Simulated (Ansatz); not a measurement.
# MnO (Fm-3m) in Ansatz: notebook

Aim: see how the results for MnO move with the level of theory and the settings. Levels: revPBE, BLYP. Tasks: band structure.

Everything below comes from runs of Ansatz 0.2.0. Logs are shortened: lines on timing, memory, paths and dates and some standing lists are left out, and cuts for length are marked.

**1. The crystal as given**

Symmetry: Fm-3m, No. 225, cubic system. Conventional cell: a = 4.448 Å, b = 4.448 Å, c = 4.448 Å, α = 90.00°, β = 90.00°, γ = 90.00°. Mn (site symmetry m-3m) is surrounded by 6 O at 2.22 Å. O (site symmetry m-3m) is surrounded by 6 Mn at 2.22 Å.

The cell is a database's computed one.

**2. Band structure, revPBE, collinear spin, ferromagnetic start**

Contents of input.yaml:

```yaml
crystal:
  lattice:
    - [0.0, 2.2239077028, 2.2239077028]
    - [2.2239077028, 0.0, 2.2239077028]
    - [2.2239077028, 2.2239077028, 0.0]
  atoms:
    - { symbol: Mn, position: [0.0, 0.0, 0.0], spin: 4.0 }
    - { symbol: O, position: [0.5, 0.5, 0.5] }
kpoints:
  mp_grid: { grid: [10, 10, 10] }
  band_path:
    path:
      - [0.0, 0.0, 0.0]
      - [0.5, 0.0, 0.5]
      - [0.5, 0.25, 0.75]
      - [0.375, 0.375, 0.75]
      - [0.0, 0.0, 0.0]
      - [0.5, 0.5, 0.5]
      - [0.625, 0.25, 0.625]
      - [0.5, 0.25, 0.75]
    npoints: 6
scf:
  occupations: { method: fermi_dirac, width: 0.05 }
hamiltonian:
  xc: revpbe
  pseudopotentials: { kind: all_electron, lapw: { basis_error: 0.001 } }
magnetization:
  spin_polarized: true
output:
  forces: true
  stress: true
  eigenvalues: true
```

Potentials or basis: all-electron LAPW, scalar-relativistic.

Run with:

```bash
ansatz run input.yaml --threads 2 --pin off --max-ram 6144MiB --backend cpu --events-out ev --progress --plain --runs-dir out
```

The program printed:

```text
Warning: RAYON_NUM_THREADS=2 ignored (pool sized by the plan → 2); use --threads N
LAPW: plane waves up to 9.225 Å⁻¹, error target 1.0e-3 eV per atom; small_component_spin mean_spin; O in spheres of 1.017 Å, 8 of its electrons in bands, Dirac shells []; Mn in spheres of 1.207 Å, 15 of its electrons in bands, Dirac shells [] (how accurate: hamiltonian.pseudopotentials.lapw.basis_error, Limitations)
Engine: ansatz 0.2.0, aarch64-unknown-linux-gnu
Pseudopotentials: kind: all_electron
Pseudopotential: Mn, LAPW, valence charge 15, lapw/all_electron/scalar/gaussian/Mn, Koelling and Harmon's equation, gaussian nucleus
Pseudopotential: O, LAPW, valence charge 8, lapw/all_electron/scalar/gaussian/O, Koelling and Harmon's equation, gaussian nucleus
Functional definition: revPBE
  parameter kappa = 1.245
  parameter beta = 0.06672455060314922
  exchange = pbe_x(kappa = kappa, mu = beta*pi^2/3)
  correlation = pbe_c(beta = beta)
Crystal: 2 atoms, lattice volume = 21.998 Å³
Basis set: ecut = 324.2403056111758 eV, 283 PW (Γ), exchange–correlation at level 2
Bands: 18, of which v1, the nominal top of the filled ones, is band 12 counted from 1 (11 counted from 0)
Symmetry: 48 space group operations
Space group: Fm-3m (ITA 225), of the structure as read, at distance tolerance 2.8e-5 Å
Magnetic group: BNS 225.116 (UNI 1618), of the structure as read, at distance tolerance 2.8e-5 Å
k-points: 47 of 1000
Non-local potential: Mn, projectors of the file, none
Non-local potential: O, projectors of the file, none
Initial density: superposition of atomic densities (chi_scale 0.1, normalization cell, long waves kept (reshape's long-wave potential 0.00 eV rms))
Starting moments: Σ|m| = 4 μB on 1 of 2 sites
Initial wavefunctions: plane waves of lowest kinetic energy (no species holds an atomic orbital)
Functional: x = revpbe(κ = 1.245, μ = 0.2195149727645171), c = pbe(β = 0.06672455060314922)
iter 1 solved again at ethr=8.56e-3 eV; its pass at ethr=1.00e-1 eV (dr2=1.97e0 eV) is discarded
SCF iter   1: F=—  HF=-33582.236838 eV  |F-HF|=—  |Δ(HF+E_count)|=         —  Δρ=5.88e-2 (↑5.10e-2 ↓5.88e-2)  dr2=1.97e0  dr2_m=2.31e-1  M=4.978 μB ∫|m|=4.978 μB  β_m=0.30  ethr=8.56e-3  ⟨swp⟩=2.0  Hψ=10938  notcnv=0
Mixer restart at iter 1: flushing history
preconditioner: auto → none  [metal: Δε(μ)=0.110 eV  Ē_g=13.945 eV  σ=0.050 eV  W_gap=0.48  n_scr=8 (ndim 8)  ℏωp=28.5 eV  f_vac=0.000  D(μ)=0.31/eV (n_scr^D=0)  sad-step TF]
SCF iter   2: F=—  HF=-33581.164750 eV  |F-HF|=—  |Δ(HF+E_count)|=    1.07e0  Δρ=2.85e-2 (↑2.70e-2 ↓2.85e-2)  dr2=4.67e-1  dr2_m=7.07e-2  M=4.834 μB ∫|m|=4.835 μB  β_m=0.41  ethr=8.55e-3  ⟨swp⟩=2.0  Hψ=4981  notcnv=0
SCF iter   3: F=—  HF=-33581.113748 eV  |F-HF|=—  |Δ(HF+E_count)|=   5.10e-2  Δρ=1.27e-2 (↑1.27e-2 ↓1.27e-2)  dr2=1.23e-1  dr2_m=1.11e-2  M=4.808 μB ∫|m|=4.808 μB  β_m=0.53  ethr=2.03e-3  ⟨swp⟩=2.0  Hψ=5073  notcnv=0
iter 4 solved again at ethr=7.32e-6 eV; its pass at ethr=5.33e-4 eV (dr2=1.68e-3 eV) is discarded
SCF iter   4: F=—  HF=-33581.131344 eV  |F-HF|=—  |Δ(HF+E_count)|=         —  Δρ=2.36e-3 (↑2.36e-3 ↓1.94e-3)  dr2=1.69e-3  dr2_m=3.52e-4  M=4.811 μB ∫|m|=4.811 μB  β_m=0.53  ethr=7.32e-6  ⟨swp⟩=2.0  Hψ=8208  notcnv=0
Mixer restart at iter 4: flushing history
the basis was enlarged: its passes take 741.7 KiB over the memory plan, 2 of 2 planned eigensolver slots
SCF iter   5: F=—  HF=-33581.134645 eV  |F-HF|=—  |Δ(HF+E_count)|=   3.30e-3  Δρ=1.87e-3 (↑1.87e-3 ↓1.05e-3)  dr2=2.35e-3  dr2_m=7.21e-5  M=4.811 μB ∫|m|=4.811 μB  β_m=0.51  ethr=7.32e-6  ⟨swp⟩=2.9  Hψ=5420  notcnv=0
SCF iter   6: F=—  HF=-33581.134053 eV  |F-HF|=—  |Δ(HF+E_count)|=   5.93e-4  Δρ=7.89e-4 (↑7.89e-4 ↓5.87e-4)  dr2=1.69e-4  dr2_m=4.80e-5  M=4.812 μB ∫|m|=4.813 μB  β_m=0.62  ethr=7.32e-6  ⟨swp⟩=2.2  Hψ=4505  notcnv=0
SCF iter   7: F=—  HF=-33581.134505 eV  |F-HF|=—  |Δ(HF+E_count)|=   4.52e-4  Δρ=3.58e-4 (↑3.58e-4 ↓2.29e-4)  dr2=3.96e-5  dr2_m=8.73e-6  M=4.813 μB ∫|m|=4.813 μB  β_m=0.76  ethr=7.36e-7  ⟨swp⟩=2.8  Hψ=4621  notcnv=0
SCF iter   8: F=—  HF=-33581.134602 eV  |F-HF|=—  |Δ(HF+E_count)|=   9.79e-5  Δρ=9.66e-5 (↑9.66e-5 ↓5.24e-5)  dr2=3.19e-6  dr2_m=5.49e-7  M=4.813 μB ∫|m|=4.814 μB  β_m=0.77  ethr=1.72e-7  ⟨swp⟩=3.0  Hψ=4681  notcnv=0
SCF iter   9: F=—  HF=-33581.134608 eV  |F-HF|=—  |Δ(HF+E_count)|=   5.94e-6  Δρ=8.60e-6 (↑8.60e-6 ↓8.49e-6)  dr2=1.51e-8  dr2_m=8.99e-9  M=4.814 μB ∫|m|=4.814 μB  β_m=0.66  ethr=1.39e-8  ⟨swp⟩=2.9  Hψ=4634  notcnv=0
SCF iter  10: F=-33581.134608 eV  HF=-33581.134608 eV  |F-HF|=1.75e-10  |Δ(HF+E_count)|=   5.48e-8  Δρ=6.31e-7 (↑6.31e-7 ↓5.45e-7)  dr2=3.03e-11  dr2_m=5.99e-11  M=4.814 μB ∫|m|=4.814 μB  ethr=6.55e-11  ⟨swp⟩=3.0  Hψ=5032  notcnv=0
SCF 1 converged in 10 iterations: F = -33581.134608 eV  dr2 = 3.03e-11
NSCF: frozen V_eff on 43 k-points
SCF converged after 10 iterations
Magnetization: 4.8136 μB (13.9068 up, 9.0932 down)
Absolute magnetization: 4.8138 μB (∫|ρ↑−ρ↓|)
Spin contamination: 0.0105 ħ² per cell (⟨S²⟩ above its minimum at these occupations)
Per-site moments (μB) at R_I (Å): [(4.363882490034015, 1.2067886344001963), (0.22967468089715037, 1.0171190352609962)]
Free energy (F): -33581.134608 eV
Harris-Foulkes:  -33581.134608 eV  (|F-HF|=1.75e-10)
Internal energy: -33581.128117 eV  (E = F + TS)
E sigma→0 (E₀):  -33581.131363 eV
Entropy (-TS):   -0.006492 eV (-3.246 meV/atom)
Fermi energy:    13.692470 eV
--- Per-component energies (eV) ---
  E_band       = -1229.267508
  E_kinetic    = 33980.114458
  E_xc         = -1664.312091
  E_electrostatic = -65896.930483  (all electrons and nuclei)
  E_smearing   = -0.006492  (= −TS)
  E_closure    = 0.000000  (closes the sum)
  E_atoms      = -33564.945882  (free atoms, spherical and without spin; not in F)
  Σ components = -33581.134608   (vs F -33581.134608, Δ=0.00e0)
  Basis errors (estimates in eV, not in F): energy 3.9e-4 per atom: plane waves 3.5e-4 (1.9e-4 summed), levels above the bands 6.1e-120, relativity 2.2e-8, radial functions 3.7e-5, core shells 4.4e-8; eigenvalues (radial functions only) 1.3e-5; not estimated: angular momenta, meshes, grids; target (lapw.basis_error) 1.0e-3; muffin-tin radii O 1.017 Å, Mn 1.207 Å
--- Forces (eV/Å), atoms counted from 1 ---
  atom   1  Mn     0.00000000     0.00000000     0.00000000
  atom   2  O      0.00000000    -0.00000000    -0.00000000
  max |Σ_I F_I| component: 1.46e-30 eV/Å
--- Stress (GPa, compression-positive) ---
        4.156277       0.000000      -0.000000
        0.000000       4.156277       0.000000
       -0.000000       0.000000       4.156277
  P = ⅓ Tr σ = 4.1563 GPa (41.563 kbar)
--- Band table (eV; the first three rows and the last of 94) ---
  k-point 0 ↑: bands = ["-493.7640", "-68.0294", "-36.7256", "-36.7256", "-36.7256", "-6.6215", "9.9564", "9.9564", "9.9564", "10.4488", "10.4488", "10.4488", "10.9789", "10.9789", "13.1547", "27.6383", "29.9073", "29.9073"]
  k-point 1 ↑: bands = ["-493.7640", "-68.0288", "-36.7317", "-36.7264", "-36.7264", "-6.5376", "9.0763", "9.4050", "9.4050", "10.5662", "10.5662", "10.7117", "11.5361", "11.5361", "13.8560", "26.5138", "29.5703", "29.5703"]
  k-point 2 ↑: bands = ["-493.7640", "-68.0272", "-36.7474", "-36.7284", "-36.7284", "-6.3100", "7.7481", "8.6741", "8.6741", "10.7739", "10.7739", "10.9677", "12.3927", "12.3927", "15.1724", "24.5353", "28.3931", "28.3931"]
  k-point 46 ↓: bands = ["-493.5759", "-63.2148", "-32.0375", "-32.0246", "-32.0112", "-5.1969", "7.7626", "8.3288", "8.5705", "14.5713", "15.5180", "15.9303", "16.2241", "16.6409", "22.4323", "23.0417", "23.8936", "26.6470"]
```

Wall time 12 s (2 threads of Arm Neoverse V1, shared host); peak memory 0.4 GiB.

Results:

| Property | Result |
| --- | --- |
| Free energy | -33581.1346 eV |
| Pressure | 4.2 GPa |
| Band gap along the path | none (metal or under the smearing width) |
| Net moment | 4.81 μB per cell |
| Absolute moment | 4.81 μB per cell |
| Site moments | Mn +4.36; O +0.23 μB |

Levels at the corners of the path, in eV from the Fermi level:
Spin up:
```
point  band 12  band 13  band 14  band 15  band 16  band 17
    Γ    -3.24    -2.71    -2.71    -0.54    13.95    16.21
    X    -2.08    -2.08    -1.95     5.03     7.82    10.34
    W    -2.08    -2.03    -0.96     7.03     8.26     8.26
    K    -2.00    -1.68    -0.99     6.41     7.92     8.11
    Γ    -3.24    -2.71    -2.71    -0.54    13.95    16.21
    L    -1.91     0.19     0.19     3.47     7.74    11.87
    U    -2.00    -1.68    -0.99     6.41     7.92     8.11
    W    -2.08    -2.03    -0.96     7.03     8.26     8.26
```
Spin down:
```tsv
point	band 6	band 7	band 8	band 9	band 10	band 11	band 12	band 13
Γ	-19.87	-3.35	-3.35	-3.35	0.87	0.87	0.87	0.88
X	-18.97	-6.39	-4.32	-4.32	-0.70	2.07	2.26	2.53
W	-18.88	-5.67	-5.67	-5.20	1.39	1.39	2.24	2.53
K	-18.90	-6.04	-5.67	-4.62	0.56	2.28	2.33	2.45
Γ	-19.87	-3.35	-3.35	-3.35	0.87	0.87	0.87	0.88
L	-18.94	-7.32	-4.82	-4.82	2.04	2.10	2.10	3.73
U	-18.90	-6.04	-5.67	-4.62	0.56	2.28	2.33	2.45
W	-18.88	-5.67	-5.67	-5.20	1.39	1.39	2.24	2.53
```

Caveat: a cell with one magnetic atom can't hold antiferromagnetic order, which such compounds often take; semilocal functionals often make such compounds metallic where correlation or magnetic order opens a gap, which also shifts bond lengths.

**3. Band structure, BLYP, collinear spin, ferromagnetic start**

input.yaml: that of step 2 with these lines changed.

```diff
@@ -20,3 +20,3 @@
       - [0.5, 0.25, 0.75]
-    npoints: 6
+    npoints: 8
 scf:
@@ -24,3 +24,3 @@
 hamiltonian:
-  xc: revpbe
+  xc: blyp
   pseudopotentials: { kind: all_electron, lapw: { basis_error: 0.001 } }
```

Potentials or basis: all-electron LAPW, scalar-relativistic.

Run with:

```bash
ansatz run input.yaml --threads 2 --pin off --max-ram 6144MiB --backend cpu --events-out ev --progress --plain --runs-dir out
```

The program printed:

```text
Warning: RAYON_NUM_THREADS=2 ignored (pool sized by the plan → 2); use --threads N
LAPW: plane waves up to 9.220 Å⁻¹, error target 1.0e-3 eV per atom; small_component_spin mean_spin; O in spheres of 1.018 Å, 8 of its electrons in bands, Dirac shells []; Mn in spheres of 1.206 Å, 15 of its electrons in bands, Dirac shells [] (how accurate: hamiltonian.pseudopotentials.lapw.basis_error, Limitations)
[... 4 set-up lines as earlier in the session ...]
Functional definition: BLYP
  parameter beta = 0.0042
  parameter a = 0.04918
  parameter b = 0.132
  parameter c = 0.2533
  parameter d = 0.349
[... 55 lines left out ...]
--- Forces (eV/Å), atoms counted from 1 ---
  atom   1  Mn    -0.00000000     0.00000000    -0.00000000
  atom   2  O      0.00000000    -0.00000000    -0.00000000
  max |Σ_I F_I| component: 4.13e-30 eV/Å
--- Stress (GPa, compression-positive) ---
        3.747933       0.000000       0.000000
        0.000000       3.747933      -0.000000
        0.000000      -0.000000       3.747933
  P = ⅓ Tr σ = 3.7479 GPa (37.479 kbar)
--- Band table (eV; the first three rows and the last of 94) ---
  k-point 0 ↑: bands = ["-493.8553", "-67.4450", "-36.2575", "-36.2575", "-36.2575", "-6.2771", "10.1131", "10.1131", "10.1131", "10.8412", "10.8412", "10.8412", "11.3581", "11.3581", "13.7840", "28.7326", "30.5454", "30.5454"]
  k-point 1 ↑: bands = ["-493.8553", "-67.4444", "-36.2635", "-36.2583", "-36.2583", "-6.1953", "9.3301", "9.6261", "9.6261", "10.9504", "10.9504", "11.0764", "11.8574", "11.8574", "14.4240", "27.4029", "30.1633", "30.1633"]
  k-point 2 ↑: bands = ["-493.8553", "-67.4428", "-36.2793", "-36.2603", "-36.2603", "-5.9735", "8.0625", "8.9242", "8.9242", "11.1552", "11.1552", "11.3417", "12.6829", "12.6829", "15.6978", "25.2664", "28.9190", "28.9190"]
  k-point 46 ↓: bands = ["-493.6347", "-62.8253", "-31.8396", "-31.8262", "-31.8124", "-4.8609", "7.9814", "8.5301", "8.7140", "14.5255", "15.4359", "15.8729", "16.1047", "16.5837", "22.2370", "23.3189", "24.1944", "26.6802"]
```

bands.tsv:

```text
[... 70 lines left out ...]
6.704647	-507.761120	-81.342384	-50.203217	-50.203217	-50.187228	-19.194154	-6.285036	-6.285036	-6.120029	-2.325531	-2.325531	-1.931644	-1.871129	-0.841058	7.137835	8.669171	8.669171	11.267938	-507.540604	-76.731217	-45.738758	-45.738758	-45.718415	-18.757850	-5.674250	-5.674250	-5.268679	1.114766	1.114766	1.972551	2.198969	2.740479	8.617347	9.787020	9.787020	12.432371
```

It took 12 s on 2 threads of Arm Neoverse V1, shared host; peak memory 0.4 GiB.

Results:

```
Free energy             : -33585.8405 eV
Pressure                : 3.7 GPa
Band gap along the path : none (metal or under the smearing width)
Net moment              : 4.70 μB per cell
Absolute moment         : 4.70 μB per cell
Site moments            : Mn +4.26; O +0.26 μB
```

Levels at the corners of the path, in eV from the Fermi level:
Spin up:
```
point  band 10  band 11  band 12  band 13  band 14  band 15  band 16  band 17  band 18
    Γ    -3.06    -3.06    -3.06    -2.55    -2.55    -0.12    14.83    16.64    16.64
    X    -4.00    -2.13    -1.93    -1.93    -1.79     5.23     8.16    10.95    13.88
    W    -2.33    -2.33    -1.93    -1.87    -0.84     7.14     8.67     8.67    11.27
    K    -2.91    -2.07    -1.87    -1.54    -0.89     6.58     8.30     8.53    13.44
    Γ    -3.06    -3.06    -3.06    -2.55    -2.55    -0.12    14.83    16.64    16.64
    L    -2.20    -2.20    -1.79     0.24     0.24     4.01     7.89    12.17    12.17
    U    -2.91    -2.07    -1.87    -1.54    -0.89     6.58     8.30     8.53    13.44
    W    -2.33    -2.33    -1.93    -1.87    -0.84     7.14     8.67     8.67    11.27
```
Spin down:
| point | band 7 | band 8 | band 9 | band 10 | band 11 | band 12 |
| --- | --- | --- | --- | --- | --- | --- |
| Γ | -3.39 | -3.39 | -3.39 | 0.55 | 0.55 | 0.55 |
| X | -6.37 | -4.35 | -4.35 | -0.93 | 1.78 | 2.00 |
| W | -5.67 | -5.67 | -5.27 | 1.11 | 1.11 | 1.97 |
| K | -6.03 | -5.71 | -4.68 | 0.31 | 1.97 | 1.99 |
| Γ | -3.39 | -3.39 | -3.39 | 0.55 | 0.55 | 0.55 |
| L | -7.37 | -4.90 | -4.90 | 1.76 | 1.77 | 1.77 |
| U | -6.03 | -5.71 | -4.68 | 0.31 | 1.97 | 1.99 |
| W | -5.67 | -5.67 | -5.27 | 1.11 | 1.11 | 1.97 |

Caveat: a cell with one magnetic atom can't hold antiferromagnetic order, which such compounds often take; semilocal functionals often make such compounds metallic where correlation or magnetic order opens a gap, which also shifts bond lengths.
